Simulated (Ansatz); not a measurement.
Steps from a short run of molecular dynamics on a 2×2×2 supercell (16 atoms) of CaO (Fm-3m), relaxed with r2SCAN; forces from PBE in the plane-wave code Ansatz, 2×2×2 mesh, Fermi-Dirac smearing of 0.112 eV, Langevin thermostat and barostat (NPT), set at 1300 K. Computed, non-magnetic; the trajectory is short and the cell small, so nothing here is a converged average.

Q: At 8 fs the positions in Å are
```
cell (Å): 0.000 4.795 4.795; 4.795 0.000 4.795; 4.795 4.795 0.000
Ca   0.011  -0.041   0.014
O    2.426   2.389   2.470
Ca   2.381   2.374  -0.031
O    4.782   4.819   2.367
Ca   2.371   0.056   2.315
O    4.799   2.471   4.848
Ca   4.804   2.389   2.410
O    7.151   4.858   4.699
Ca  -0.021   2.421   2.406
O    2.250   4.737   4.709
Ca   2.386   4.777   2.414
O    4.783   7.061   4.858
Ca   2.415   2.447   4.816
O    4.900   4.835   7.209
Ca   4.834   4.757   4.726
O    7.141   7.242   7.220
```
What are the forces, and how far does the free energy (smearing included) lie above that of step 0, with the atoms on their sites?

A: 25.6 meV an atom; forces in eV/Å:
```
cell (Å), as above: 0.000 4.795 4.795; 4.795 0.000 4.795; 4.795 4.795 0.000
Ca  -0.764   0.211  -0.284
O   -0.214   0.133  -0.593
Ca   0.083   0.339   0.112
O    0.017  -0.012  -0.034
Ca   0.261  -0.144   0.690
O    0.024  -0.499  -0.046
Ca  -0.070  -0.195  -0.097
O    0.372  -0.522   0.325
Ca   0.142   0.007   0.118
O    0.822   0.519   0.535
Ca  -0.006   0.129  -0.519
O   -0.288   0.801  -0.363
Ca  -0.241  -0.803  -0.105
O   -0.771  -0.382  -0.102
Ca   0.142   0.470   0.400
O    0.491  -0.052  -0.037
```

Q: At 28 fs the positions in Å are
```
cell (Å): 0.000 4.815 4.815; 4.815 0.000 4.815; 4.815 4.815 0.000
Ca  -0.068  -0.076   0.043
O    2.496   2.377   2.512
Ca   2.393   2.351  -0.044
O    4.870   4.936   2.247
Ca   2.398   0.185   2.198
O    4.800   2.542   4.936
Ca   4.923   2.332   2.469
O    7.188   4.916   4.550
Ca  -0.039   2.480   2.358
O    2.153   4.694   4.623
Ca   2.297   4.727   2.385
O    4.825   6.791   5.040
Ca   2.451   2.448   4.849
O    5.032   4.838   7.255
Ca   4.933   4.700   4.600
O    7.132   7.283   7.267
```
What are the forces, and how far does the free energy (smearing included) lie above that of step 0, with the atoms on their sites?

A: 128.5 meV an atom; forces in eV/Å:
```
cell (Å), as above: 0.000 4.815 4.815; 4.815 0.000 4.815; 4.815 4.815 0.000
Ca  -0.375   0.187  -0.676
O   -0.386   0.656  -0.914
Ca   0.434   0.103  -0.165
O   -0.283  -0.362   0.485
Ca   0.308  -0.995   0.925
O    0.285  -1.208  -0.360
Ca  -0.746  -0.085  -0.568
O    0.686  -1.008   0.811
Ca  -0.007  -0.378   0.659
O    1.030   0.777   0.949
Ca   1.461   0.380  -0.291
O   -0.748   2.416  -0.861
Ca  -0.698  -0.851  -0.197
O   -2.017  -0.618  -0.014
Ca  -0.085   1.016   0.229
O    1.139  -0.029  -0.013
```

Q: At 40 fs the positions in Å are
```
cell (Å): 0.000 4.838 4.838; 4.838 0.000 4.838; 4.838 4.838 0.000
Ca  -0.121  -0.108   0.034
O    2.569   2.424   2.399
Ca   2.426   2.353  -0.032
O    4.921   4.984   2.250
Ca   2.419   0.198   2.215
O    4.833   2.505   4.942
Ca   4.990   2.305   2.476
O    7.308   4.834   4.558
Ca  -0.065   2.521   2.360
O    2.202   4.740   4.657
Ca   2.285   4.739   2.340
O    4.806   6.868   5.065
Ca   2.436   2.407   4.892
O    4.902   4.811   7.301
Ca   5.002   4.747   4.579
O    7.179   7.242   7.348
```
What are the forces, and how far does the free energy (smearing included) lie above that of step 0, with the atoms on their sites?

A: 98.7 meV an atom; forces in eV/Å:
```
cell (Å), as above: 0.000 4.838 4.838; 4.838 0.000 4.838; 4.838 4.838 0.000
Ca   0.638   0.295  -0.413
O   -0.697   0.426  -0.033
Ca   0.267  -0.246  -0.085
O   -0.347  -0.426   0.603
Ca   0.363  -0.904   0.397
O   -0.007  -0.505  -0.383
Ca  -1.258   0.100  -0.280
O   -0.293  -0.194   0.975
Ca  -0.028  -0.704   0.345
O    0.652   0.110   0.511
Ca   0.918   0.247   0.548
O    0.098   1.719  -0.994
Ca  -0.199   0.028  -0.576
O   -0.466  -0.304  -0.207
Ca  -0.688   0.390   0.298
O    1.047  -0.033  -0.707
```

Q: At 44 fs the positions in Å are
```
cell (Å): 0.000 4.846 4.846; 4.846 0.000 4.846; 4.846 4.846 0.000
Ca  -0.138  -0.127   0.032
O    2.577   2.434   2.351
Ca   2.433   2.354  -0.024
O    4.922   5.003   2.265
Ca   2.433   0.186   2.232
O    4.845   2.479   4.944
Ca   4.995   2.306   2.468
O    7.335   4.783   4.565
Ca  -0.076   2.532   2.359
O    2.217   4.785   4.699
Ca   2.299   4.746   2.320
O    4.821   6.914   5.078
Ca   2.432   2.390   4.907
O    4.855   4.801   7.294
Ca   5.031   4.761   4.589
O    7.203   7.230   7.375
```
What are the forces, and how far does the free energy (smearing included) lie above that of step 0, with the atoms on their sites?

A: 94.6 meV an atom; forces in eV/Å:
```
cell (Å), as above: 0.000 4.846 4.846; 4.846 0.000 4.846; 4.846 4.846 0.000
Ca   1.044   0.392  -0.312
O   -0.690   0.391   0.339
Ca   0.170  -0.460  -0.138
O   -0.362  -0.527   0.580
Ca   0.237  -0.792   0.144
O   -0.179  -0.250  -0.434
Ca  -1.167   0.083  -0.075
O   -0.520   0.196   1.051
Ca   0.015  -0.855   0.256
O    0.554  -0.289   0.204
Ca   0.719   0.227   0.916
O    0.343   1.427  -1.093
Ca  -0.054   0.363  -0.615
O    0.027  -0.126  -0.170
Ca  -0.983   0.271   0.314
O    0.846  -0.051  -0.967
```

Q: At 72 fs the positions in Å are
```
cell (Å): 0.000 4.902 4.902; 4.902 0.000 4.902; 4.902 4.902 0.000
Ca  -0.039  -0.167   0.056
O    2.419   2.517   2.316
Ca   2.493   2.325   0.013
O    4.807   5.019   2.471
Ca   2.497   0.092   2.419
O    4.811   2.251   4.873
Ca   4.974   2.349   2.517
O    7.275   4.782   4.760
Ca  -0.159   2.491   2.337
O    2.485   4.824   4.989
Ca   2.356   4.774   2.311
O    5.007   7.308   5.077
Ca   2.512   2.384   5.041
O    4.803   4.833   7.222
Ca   5.074   4.857   4.752
O    7.402   7.390   7.313
```
What are the forces, and how far does the free energy (smearing included) lie above that of step 0, with the atoms on their sites?

A: 69.0 meV an atom; forces in eV/Å:
```
cell (Å), as above: 0.000 4.902 4.902; 4.902 0.000 4.902; 4.902 4.902 0.000
Ca   0.523   0.364   0.009
O    0.122  -0.353   0.292
Ca   0.043  -0.304  -0.196
O    0.100  -0.602  -0.377
Ca  -0.284  -0.254  -0.388
O    0.529   0.355  -0.095
Ca  -0.414   0.170  -0.377
O    0.804   0.127   0.687
Ca   1.056  -0.509   0.366
O   -0.408   0.140  -0.594
Ca   0.493   0.052   0.957
O   -0.387  -0.047  -0.572
Ca  -0.575   0.732  -1.041
O    0.766   0.256   0.527
Ca  -1.713   0.302   0.366
O   -0.653  -0.430   0.436
```

Q: At 76 fs the positions in Å are
```
cell (Å): 0.000 4.907 4.907; 4.907 0.000 4.907; 4.907 4.907 0.000
Ca  -0.011  -0.174   0.068
O    2.396   2.498   2.363
Ca   2.505   2.294   0.015
O    4.814   5.012   2.472
Ca   2.497   0.060   2.432
O    4.806   2.222   4.886
Ca   4.984   2.366   2.534
O    7.237   4.812   4.795
Ca  -0.161   2.473   2.329
O    2.501   4.787   5.008
Ca   2.372   4.784   2.312
O    5.041   7.355   5.043
Ca   2.529   2.406   5.043
O    4.835   4.839   7.224
Ca   5.045   4.872   4.762
O    7.398   7.430   7.299
```
What are the forces, and how far does the free energy (smearing included) lie above that of step 0, with the atoms on their sites?

A: 69.3 meV an atom; forces in eV/Å:
```
cell (Å), as above: 0.000 4.907 4.907; 4.907 0.000 4.907; 4.907 4.907 0.000
Ca   0.334   0.379  -0.140
O    0.306  -0.255  -0.074
Ca  -0.022   0.022   0.023
O    0.022  -0.627  -0.344
Ca  -0.173  -0.065  -0.137
O    0.734   0.436  -0.187
Ca  -0.455   0.027  -0.501
O    1.014  -0.143   0.556
Ca   1.239  -0.286   0.482
O   -0.349   0.533  -0.636
Ca   0.258  -0.175   0.743
O   -0.746  -0.313  -0.321
Ca  -0.783   0.430  -1.229
O    0.563   0.295   0.523
Ca  -1.358   0.320   0.472
O   -0.583  -0.577   0.770
```
